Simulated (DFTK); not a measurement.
# Rh (Fm-3m) in DFTK: further runs

One crystal, Rh, is run at these levels: PBE; tasks: relaxation of cell and atoms.

Everything below comes from runs of DFTK 0.8.2. Logs are shortened: lines on timing, memory, paths and dates and some standing lists are left out, and cuts for length are marked.

**1. Starting point**

It takes space group Fm-3m (No. 225, cubic). Conventional cell: a = 3.796 Å, b = 3.796 Å, c = 3.796 Å, α = 90.00°, β = 90.00°, γ = 90.00°. Around Rh (site symmetry m-3m) lie 12 Rh at 2.68 Å.

**2. Relaxation of cell and atoms, PBE**

Input file run.jl:

```julia
using DFTK
using PseudoPotentialData
using Unitful, UnitfulAtomic
using LinearAlgebra, Printf
include("save.jl")
disable_threading()

# lattice vectors are the columns
lattice = austrip(1u"Å") * [           0.0        1.89785        1.89785;
                  1.89785            0.0        1.89785;
                  1.89785        1.89785            0.0]
symbols   = [:Rh]
positions = [[0.0, 0.0, 0.0]]
pseudopotentials = PseudoFamily("dojo.nc.sr.pbe.v0_4_1.standard.upf")
elements = Dict(s => ElementPsp(s, pseudopotentials) for s in unique(symbols))
atoms    = [elements[s] for s in symbols]

build_model(lattice, positions; symmetries=true) =
    model_DFT(lattice, atoms, positions;
              functionals=PBE(),
              temperature=austrip(0.05u"eV"),
              smearing=Smearing.FermiDirac(),
              kinetic_blowup=BlowupCHV(),
              symmetries)
Ecut  = 51.0  # hartree
kgrid = [8, 8, 8]
tol   = 1e-6
to_GPa = ustrip(uconvert(u"GPa", 1u"hartree/bohr^3"))

model0 = build_model(lattice, positions)
model  = model0
basis0 = PlaneWaveBasis(model; Ecut, kgrid)
display(basis0)
results["steps"] = []
previous = Ref{Any}(nothing)
n = 1
w = 3sqrt(n)  # weight of the strain variables
unpack(x) = (DFTK.voigt_strain_to_full(x[3n+1:end] / w) * lattice, [lattice \ x[3i-2:3i] for i in 1:n])

function energy_gradient(x)
    cell, pos = unpack(x)
    model = build_model(cell, pos; symmetries=model0.symmetries)
    basis = PlaneWaveBasis(model; Ecut, kgrid, basis0.fft_size)
    ρ0 = isnothing(previous[]) ? guess_density(basis) : previous[].ρ * previous[].basis.dvol / basis.dvol
    scfres = self_consistent_field(basis;
                                   tol,
                                   ρ=ρ0,
                                   nbandsalg=AdaptiveBands(model; n_bands_converge=13),
                                   callback=identity)
    previous[] = scfres
    forces = compute_forces_cart(scfres)
    G = -vcat([lattice' \ (cell' * f) for f in forces]...)
    stress = compute_stresses_cart(scfres)
    σ = stress / DFTK.voigt_strain_to_full(x[3n+1:end] / w)'
    G = vcat(G, model.unit_cell_volume * DFTK.full_stress_to_voigt((σ + σ') / 2) / w)
    @printf "step %3d  F = %.8f Ha  max force = %.5f eV/Å  p = %8.4f GPa  V = %.4f Å^3  SCF %d\n" length(results["steps"]) scfres.energies.total ustrip(auconvert(u"eV/Å", maximum(norm, forces))) (-tr(stress) / 3 * to_GPa) ustrip(auconvert(u"Å^3", model.unit_cell_volume)) scfres.n_iter
    push!(results["steps"], Dict("total" => scfres.energies.total, "cell" => rows(eachcol(cell)), "frac" => rows(pos), "forces" => rows(forces), "n_iter" => scfres.n_iter, "stress" => rows(eachrow(stress))))
    scfres.energies.total, G
end

x0 = vcat([lattice * p for p in positions]..., zeros(6))
gtol = 2e-4
function bfgs(x; maxsteps, maxmove=0.3)
    H = Matrix(0.3I, length(x), length(x))  # start Hessian, hartree/bohr^2
    _, g = energy_gradient(x)
    for step in 1:maxsteps
        maximum(abs, g) < gtol && return x, true
        λ, V = eigen(Symmetric(H))
        dx = -V * ((V' * g) ./ abs.(λ))
        dx *= min(1, maxmove / maximum(abs, dx))
        x += dx
        _, gnew = energy_gradient(x)
        dg, Hdx = gnew - g, H * dx
        H += dg * dg' / dot(dg, dx) - Hdx * Hdx' / dot(dx, Hdx)
        g = gnew
    end
    x, maximum(abs, g) < gtol
end
x, relaxed = bfgs(x0; maxsteps=30)
println(relaxed ? "Gradient converged" : "Stopped without reaching the gradient tolerance")
scfres = previous[]
cell, pos = unpack(x)
println("Final lattice vectors (Å)")
display(round.(ustrip.(auconvert.(u"Å", cell')); digits=6))
println("Final reduced positions")
foreach((s, p) -> println(s, "  ", round.(p; digits=6)), symbols, pos)
results["relaxed"] = relaxed
display(scfres.energies)
@printf "Fermi level: %.6f eV\n" ustrip(auconvert(u"eV", something(scfres.εF, NaN)))
forces = compute_forces_cart(scfres)
println("Forces (eV/Å)")
for (s, f) in zip(symbols, forces)
    @printf "%-3s %12.6f %12.6f %12.6f\n" s ustrip.(auconvert.(u"eV/Å", f))...
end
stress = compute_stresses_cart(scfres)
println("Stress (GPa)")
display(round.(stress * to_GPa; digits=4))
println("Levels at the first k-point (eV): ", round.(ustrip.(auconvert.(u"eV", scfres.eigenvalues[1][1:scfres.n_bands_converge])); digits=4))
save_scf!(scfres; forces, stress)
```

Potentials or basis: dojo.nc.sr.pbe.v0_4_1.standard.upf (PBE).

Run with:

```
> julia --threads=1 run.jl  # save.jl only writes the numbers to a file and isn't shown; printed stress counts tension as positive; times include loading and compiling
```

What it wrote:

```text
PlaneWaveBasis discretization:

    Ecut                 : 51.0 Ha
    fft_size             : (36, 36, 36), 46656 total points
    kgrid                : MonkhorstPack([8, 8, 8])
    num.   red. kpoints  : 512
    num. irred. kpoints  : 29

    Discretized Model(gga_x_pbe+gga_c_pbe, 3D):
        lattice (in Bohr)    : [0         , 3.58642   , 3.58642   ]
                               [3.58642   , 0         , 3.58642   ]
                               [3.58642   , 3.58642   , 0         ]
        unit cell volume     : 92.26 Bohr³

        atoms                : Rh
        pseudopot. family    : PseudoFamily("dojo.nc.sr.pbe.v0_4_1.standard.upf")

        num. electrons       : 17
        spin polarization    : none
        temperature          : 0.0018375 Ha
        smearing             : DFTK.Smearing.FermiDirac()

        terms                : Kinetic(, blowup=BlowupCHV())
                               AtomicLocal()
                               AtomicNonlocal()
                               Ewald(nothing)
                               PspCorrection()
                               Hartree()
                               Xc(gga_x_pbe, gga_c_pbe)
                               Entropy()
step   0  F = -117.28778326 Ha  max force = 0.00000 eV/Å  p =   8.7496 GPa  V = 13.6715 Å^3  SCF 10
step   1  F = -117.28820993 Ha  max force = 0.00000 eV/Å  p =   0.3437 GPa  V = 14.0925 Å^3  SCF 10
step   2  F = -117.28821067 Ha  max force = 0.00000 eV/Å  p =   0.0234 GPa  V = 14.1103 Å^3  SCF 8
Gradient converged
Final lattice vectors (Å)
3×3 Matrix{Float64}:
 -0.0       1.91794   1.91794
  1.91794  -0.0       1.91794
  1.91794   1.91794  -0.0
Final reduced positions
Rh  [-0.0, -0.0, 0.0]
Energy breakdown (in Ha):
    Kinetic             38.7804119
    AtomicLocal         -76.0191624
    AtomicNonlocal      7.1406460
    Ewald               -91.3965842
    PspCorrection       3.8184090
    Hartree             19.3030647
    Xc                  -18.9143833
    Entropy             -0.0006123

    total               -117.288210669132
Fermi level: 15.850733 eV
Forces (eV/Å)
Rh     -0.000000    -0.000000     0.000000
Stress (GPa)
3×3 StaticArraysCore.SMatrix{3, 3, Float64, 9} with indices SOneTo(3)×SOneTo(3):
 -0.0234  -0.0     -0.0
 -0.0     -0.0234  -0.0
 -0.0     -0.0     -0.0234
Levels at the first k-point (eV): [-62.9829, -30.482, -30.482, -30.482, 8.0399, 12.872, 12.872, 12.872, 14.8864, 14.8864, 31.9755, 37.2595, 37.2595]
```

It took 1.9 min on 1 thread of Intel Xeon 6975P-C (Granite Rapids), shared host; peak memory 1.6 GiB.

Results:

```
Free energy                            : -3191.5748 eV
Relaxed volume                         : 14.11 Å³/atom
Relaxed cell                           : a = 2.712 Å, b = 2.712 Å, c = 2.712 Å, α = 60.00°, β = 60.00°, γ = 60.00°
Space group after relaxing (to 0.05 Å) : Fm-3m (No. 225)
Energy gained by relaxing              : 11.6 meV/atom
Ionic steps                            : 3
Pressure after relaxing                : 0.0 GPa
Band gap on the k mesh                 : none (metal or under the smearing width)
```

The path:
```
step  energy change (eV)  largest force (eV/Å)  pressure (GPa)  volume (Å³)
   1              0.0000                0.0000            8.75        13.67
   2             -0.0116                0.0000            0.34        14.09
   3             -0.0116                0.0000            0.02        14.11
```

Final structure:
```
Rh
1.0
     0.00000    1.91794    1.91794
     1.91794    0.00000    1.91794
     1.91794    1.91794    0.00000
Rh
1
Direct
  0.00000 0.00000 0.00000
```

PBE usually gives volumes a little too large and moduli too small. Zero-point motion and thermal expansion aren't in these numbers.

**3. Relaxation of cell and atoms, PBE, target pressure 5 GPa, at which the enthalpy is minimised**

Edit run.jl of step 2 so:

```diff
@@ -37,2 +37,3 @@
 w = 3sqrt(n)  # weight of the strain variables
+pressure = 5.0 / to_GPa  # target
 unpack(x) = (DFTK.voigt_strain_to_full(x[3n+1:end] / w) * lattice, [lattice \ x[3i-2:3i] for i in 1:n])
@@ -53,3 +54,3 @@
     stress = compute_stresses_cart(scfres)
-    σ = stress / DFTK.voigt_strain_to_full(x[3n+1:end] / w)'
+    σ = (stress + pressure * I) / DFTK.voigt_strain_to_full(x[3n+1:end] / w)'
     G = vcat(G, model.unit_cell_volume * DFTK.full_stress_to_voigt((σ + σ') / 2) / w)
@@ -57,3 +58,3 @@
     push!(results["steps"], Dict("total" => scfres.energies.total, "cell" => rows(eachcol(cell)), "frac" => rows(pos), "forces" => rows(forces), "n_iter" => scfres.n_iter, "stress" => rows(eachrow(stress))))
-    scfres.energies.total, G
+    scfres.energies.total + pressure * model.unit_cell_volume, G
 end
```

Potentials or basis: dojo.nc.sr.pbe.v0_4_1.standard.upf (PBE).

Run with:

```
> julia --threads=1 run.jl  # save.jl only writes the numbers to a file and isn't shown; printed stress counts tension as positive; times include loading and compiling
```

What it wrote:

```text
PlaneWaveBasis discretization:

    Ecut                 : 51.0 Ha
    fft_size             : (36, 36, 36), 46656 total points
    kgrid                : MonkhorstPack([8, 8, 8])
    num.   red. kpoints  : 512
    num. irred. kpoints  : 29

    Discretized Model(gga_x_pbe+gga_c_pbe, 3D):
        lattice (in Bohr)    : [0         , 3.58642   , 3.58642   ]
                               [3.58642   , 0         , 3.58642   ]
                               [3.58642   , 3.58642   , 0         ]
        unit cell volume     : 92.26 Bohr³

        atoms                : Rh
        pseudopot. family    : PseudoFamily("dojo.nc.sr.pbe.v0_4_1.standard.upf")

        num. electrons       : 17
        spin polarization    : none
        temperature          : 0.0018375 Ha
        smearing             : DFTK.Smearing.FermiDirac()

        terms                : Kinetic(, blowup=BlowupCHV())
                               AtomicLocal()
                               AtomicNonlocal()
                               Ewald(nothing)
                               PspCorrection()
                               Hartree()
                               Xc(gga_x_pbe, gga_c_pbe)
                               Entropy()
step   0  F = -117.28778326 Ha  max force = 0.00000 eV/Å  p =   8.7497 GPa  V = 13.6715 Å^3  SCF 10
step   1  F = -117.28806469 Ha  max force = 0.00000 eV/Å  p =   4.9795 GPa  V = 13.8509 Å^3  SCF 10
Gradient converged
Final lattice vectors (Å)
3×3 Matrix{Float64}:
 -0.0       1.90612   1.90612
  1.90612  -0.0       1.90612
  1.90612   1.90612  -0.0
Final reduced positions
Rh  [0.0, 0.0, -0.0]
Energy breakdown (in Ha):
    Kinetic             38.8011132
    AtomicLocal         -75.2639436
    AtomicNonlocal      7.1450151
    Ewald               -91.9636312
    PspCorrection       3.8899219
    Hartree             19.0280791
    Xc                  -18.9240267
    Entropy             -0.0005925

    total               -117.288064690416
Fermi level: 16.267104 eV
Forces (eV/Å)
Rh     -0.000000    -0.000000    -0.000000
Stress (GPa)
3×3 StaticArraysCore.SMatrix{3, 3, Float64, 9} with indices SOneTo(3)×SOneTo(3):
 -4.9795   0.0      0.0
 -0.0     -4.9795  -0.0
 -0.0      0.0     -4.9795
Levels at the first k-point (eV): [-62.6219, -30.0985, -30.0985, -30.0985, 8.3198, 13.201, 13.201, 13.201, 15.2757, 15.2757, 32.3868, 37.7744, 37.7744]
```

Wall time 87 s (1 thread of Intel Xeon 6975P-C (Granite Rapids), shared host); peak memory 1.6 GiB.

What came out:

| Item | Value |
| --- | --- |
| Free energy | -3191.5708 eV |
| Relaxed volume | 13.85 Å³/atom |
| Relaxed cell | a = 2.696 Å, b = 2.696 Å, c = 2.696 Å, α = 60.00°, β = 60.00°, γ = 60.00° |
| Space group after relaxing (to 0.05 Å) | Fm-3m (No. 225) |
| Pressure after relaxing | 5.0 GPa |
| Band gap on the k mesh | none (metal or under the smearing width) |

Step by step:
| step | energy change (eV) | largest force (eV/Å) | pressure (GPa) | volume (Å³) |
| --- | --- | --- | --- | --- |
| 1 | 0.0000 | 0.0000 | 8.75 | 13.67 |
| 2 | -0.0077 | 0.0000 | 4.98 | 13.85 |

Final structure:
```yaml
crystal:
  lattice:
    - [0.00000, 1.90612, 1.90612]
    - [1.90612, 0.00000, 1.90612]
    - [1.90612, 1.90612, 0.00000]
  atoms:
    - { symbol: Rh, position: [0.00000, 0.00000, 0.00000] }
```

PBE usually gives volumes a little too large and moduli too small. Zero-point motion and thermal expansion aren't in these numbers.

**4. Relaxation of cell and atoms, PBE, target pressure 10 GPa, at which the enthalpy is minimised**

Edit run.jl of step 3 so:

```diff
@@ -37,3 +37,3 @@
 w = 3sqrt(n)  # weight of the strain variables
-pressure = 5.0 / to_GPa  # target
+pressure = 10.0 / to_GPa  # target
 unpack(x) = (DFTK.voigt_strain_to_full(x[3n+1:end] / w) * lattice, [lattice \ x[3i-2:3i] for i in 1:n])
```

Run with:

```
> julia --threads=1 run.jl  # save.jl only writes the numbers to a file and isn't shown; printed stress counts tension as positive; times include loading and compiling
```

Wall time 84 s (1 thread of Intel Xeon 6975P-C (Granite Rapids), shared host); peak memory 1.6 GiB.

The run converged. Its results:

| Quantity | Value |
| --- | --- |
| Free energy | -3191.5597 eV |
| Relaxed volume | 13.61 Å³/atom |
| Relaxed cell | a = 2.680 Å, b = 2.680 Å, c = 2.680 Å, α = 60.00°, β = 60.00°, γ = 60.00° |
| Space group after relaxing (to 0.05 Å) | Fm-3m (No. 225) |
| Pressure after relaxing | 10.1 GPa |
| Band gap on the k mesh | none (metal or under the smearing width) |

Step by step:
```csv
step,energy change (eV),largest force (eV/Å),pressure (GPa),volume (Å³)
1,0.0000,0.0000,8.75,13.67
2,0.0035,0.0000,10.07,13.61
```

Final structure:
```xyz
1
Lattice="0.0000 1.8951 1.8951 1.8951 0.0000 1.8951 1.8951 1.8951 0.0000" Properties=species:S:1:pos:R:3 pbc="T T T"
Rh    0.0000    0.0000    0.0000
```

Levels at points of the mesh, in eV from the Fermi level:
```csv
k point,band 5,band 6,band 7,band 8,band 9,band 10,band 11,band 12
"(0.00, 0.00, 0.00)",-8.08,-3.15,-3.15,-3.15,-1.02,-1.02,16.11,21.60
"(-0.50, 0.00, 0.00)",-6.24,-3.23,-3.23,0.57,0.57,0.68,8.72,15.60
"(-0.50, -0.50, 0.00)",-6.44,-6.07,0.54,0.99,0.99,3.24,12.37,13.40
```

**5. Relaxation of cell and atoms, PBE, target pressure 20 GPa, at which the enthalpy is minimised**

Edit run.jl of step 4 so:

```diff
@@ -37,3 +37,3 @@
 w = 3sqrt(n)  # weight of the strain variables
-pressure = 10.0 / to_GPa  # target
+pressure = 20.0 / to_GPa  # target
 unpack(x) = (DFTK.voigt_strain_to_full(x[3n+1:end] / w) * lattice, [lattice \ x[3i-2:3i] for i in 1:n])
```

Run with:

```
> julia --threads=1 run.jl  # save.jl only writes the numbers to a file and isn't shown; printed stress counts tension as positive; times include loading and compiling
```

Run time: 2 min. Hardware: 1 thread of Intel Xeon 6975P-C (Granite Rapids), shared host; peak memory 1.6 GiB.

It converged, with:

| Item | Value |
| --- | --- |
| Free energy | -3191.5226 eV |
| Relaxed volume | 13.21 Å³/atom |
| Relaxed cell | a = 2.653 Å, b = 2.653 Å, c = 2.653 Å, α = 60.00°, β = 60.00°, γ = 60.00° |
| Space group after relaxing (to 0.05 Å) | Fm-3m (No. 225) |
| Pressure after relaxing | 19.9 GPa |
| Band gap on the k mesh | none (metal or under the smearing width) |

Step by step:
| step | energy change (eV) | largest force (eV/Å) | pressure (GPa) | volume (Å³) |
| --- | --- | --- | --- | --- |
| 1 | 0.0000 | 0.0000 | 8.75 | 13.67 |
| 2 | 0.0495 | 0.0000 | 21.74 | 13.14 |
| 3 | 0.0406 | 0.0000 | 19.89 | 13.21 |

Final structure:
```yaml
crystal:
  lattice:
    - [0.00000, 1.87630, 1.87630]
    - [1.87630, 0.00000, 1.87630]
    - [1.87630, 1.87630, 0.00000]
  atoms:
    - { symbol: Rh, position: [0.00000, 0.00000, 0.00000] }
```

Levels at points of the mesh, in eV from the Fermi level:
```tsv
k point	band 6	band 7	band 8	band 9	band 10	band 11
(0.00, 0.00, 0.00)	-3.30	-3.30	-3.30	-1.06	-1.06	16.09
(-0.50, 0.00, 0.00)	-3.38	-3.38	0.60	0.60	0.64	9.03
(-0.50, -0.50, 0.00)	-6.35	0.58	1.05	1.05	3.28	12.76
```

**6. Overview**

| cell | gap on the mesh (eV) | pressure (GPa) |
| --- | --- | --- |
| relaxed | none | 0.0 |
| relaxed to 5 GPa | none | 5.0 |
| relaxed to 10 GPa | none | 10.1 |
| relaxed to 20 GPa | none | 19.9 |

Alike in all rows: task relaxation of cell and atoms; level PBE; potentials or basis dojo.nc.sr.pbe.v0_4_1.standard.upf (PBE); no spin polarisation; k mesh 8 × 8 × 8; cutoff (eV) 1388; smearing fermi-dirac 0.05 eV.

Absolute energies hang on the potentials; compare differences alone.
